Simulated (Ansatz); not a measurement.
This log comes from Ansatz, run on a 2-atom cell of MgSe started from a crystallographic database. The cell was relaxed with r2SCAN and then strained, so it isn't that functional's minimum.

Structure:
```
CELL_PARAMETERS angstrom
0.00000 2.73628 2.73628
2.73628 0.00000 2.73628
2.73628 2.73628 0.00000
ATOMIC_POSITIONS crystal
Mg 0.00000 0.00000 0.00000
Se 0.50000 0.50000 0.50000
```

What the program printed (shortened):
```
scf.n_extra_bands = 4 over 13 filled bands (N_el = 26.0): the run solves 17 bands
Pseudopotential: Mg, paw, valence charge 10, recommended cutoff 420 eV (normal)
Pseudopotential: Se, paw, valence charge 16, recommended cutoff 420 eV (normal)
Functional definition: HSE06
Crystal: 2 atoms, lattice volume = 40.974 Å³
Basis set: ecut = 420 eV, 821 PW (Γ)
Symmetry: 48 space group operations
Space group: Fm-3m (ITA 225)
k-points: 16 of 216
Exchange kernel: α = 0.2500, screened, ω = 0.2079 Å⁻¹, Wigner–Seitz truncation, v(0) = 1046.4548 eV·Å³, q-mesh 6×6×6
hybrid outer 1: dexx = +4.077e-3 eV, tail = 6.05e-5 eV
hybrid outer 2: dexx = +6.597e-7 eV, tail = 2.46e-8 eV, Δε = 3.92e-3 eV
NSCF: frozen V_eff on 7 k-points
Free energy (F): -7397.364533 eV
Fermi energy:    7.037159 eV
--- Per-component energies (eV) ---
  E_band       = -788.008548
  E_kinetic    = 196.178670
  E_local      = -3839.440210
  E_nonlocal   = -502.777043
  E_hartree    = 1693.876803
  E_xc         = -108.719728
  E_vxc        = -110.618371
  E_exx        = -119.879982
  E_paw        = -2109.342464
  E_vpaw       = 320.655898
  E_ewald      = -2606.154117
  E_core_change = -1.105861
--- Forces (eV/Å), atoms counted from 1 ---
  atom   1  Mg      0.00000      0.00000      0.00000
  atom   2  Se      0.00000      0.00000      0.00000
--- Stress (GPa, compression-positive) ---
       -0.234847       0.000000       0.000000
        0.000000      -0.234847       0.000000
        0.000000       0.000000      -0.234847
  P = ⅓ Tr σ = -0.2348 GPa (-2.348 kbar)
--- Band table (eV; the first three rows and the last of 16) ---
  k-point 0: bands = […, -38.2553, -38.2553, -7.0526, 7.0372, 7.0372, 7.0372, 10.5625, 15.4648, 15.4648, 15.4648]
  k-point 1: bands = […, -38.2553, -38.2553, -6.7978, 5.1427, 6.8584, 6.8584, 11.8666, 15.1860, 15.6765, 15.6765]
  k-point 2: bands = […, -38.2554, -38.2554, -6.1927, 2.7430, 6.5485, 6.5485, 11.9625, 14.6165, 14.6165, 16.8499]
  k-point 15: bands = […, -38.2574, -38.2566, -5.4350, 2.9176, 4.1725, 4.5250, 11.5257, 13.7720, 16.3893, 17.6578]
```

Levels at the listed points, from bands.tsv (eV from the Fermi energy, bands near the gap, counted from 0):
```tsv
# k_distance	band_8	band_9	band_10	band_11	band_12	band_13	band_14	band_15	band_16
# fermi_ev = 7.037159
# [0, 0, 0] at k_distance = 0.000000
# [0.5, 0, 0.5] at k_distance = 1.148127
# [0.625, 0.25, 0.625] at k_distance = 1.554052
# [0.375, 0.375, 0.75] at k_distance = 2.257133
# [0.5, 0.5, 0.5] at k_distance = 2.960215
# [0.5, 0.25, 0.75] at k_distance = 3.772063
# [0, 0.5, 0.5] at k_distance = 5.055708
# levels_relative_to = fermi_ev
0.000	-45.292	-14.090	0.000	0.000	0.000	3.525	8.428	8.428	8.428
1.148	-45.294	-12.502	-4.597	-1.919	-1.919	2.656	4.812	13.034	13.522
1.554	-45.293	-12.505	-4.058	-3.549	-1.538	3.931	7.257	10.121	11.011
2.257	-45.293	-12.505	-4.058	-3.549	-1.538	3.931	7.257	10.121	11.011
2.960	-45.293	-12.854	-5.325	-0.625	-0.625	4.719	7.109	7.109	9.867
3.772	-45.294	-12.462	-3.558	-3.558	-2.672	5.489	8.077	8.594	8.594
5.056	-45.294	-12.502	-4.597	-1.919	-1.919	2.656	4.812	13.034	13.522
```
In order the rows are Γ, X, U, K, L, W, X.

Task: Which of these blocks stood in the input: relax, gw, phonons, dielectric, magnetization (spin_orbit)?

Result: None of them. A single point prints forces and stress when the output block asks for them.

Task: Which k mesh was typed?

Result: 6×6×6, Γ-centred.

Task: How were the bands filled?

Result: Fixed occupations.

Run as `ansatz run input.yaml --threads 4 --pin off --max-ram 4608MiB --backend cpu --events-out ev --progress --plain --runs-dir out`. Wall time 23 s on 4 threads of Arm Neoverse V2, on a shared host, load about 0.7 per core; peak host memory 1.2 GiB.

(Simulation; spin polarisation is off.)

The runs are scalar-relativistic, without spin-orbit coupling.

The program warns that its thresholds are loose for a hybrid's stress.

The meshes of the hybrids are coarse, so their gaps aren't converged to the digits shown.
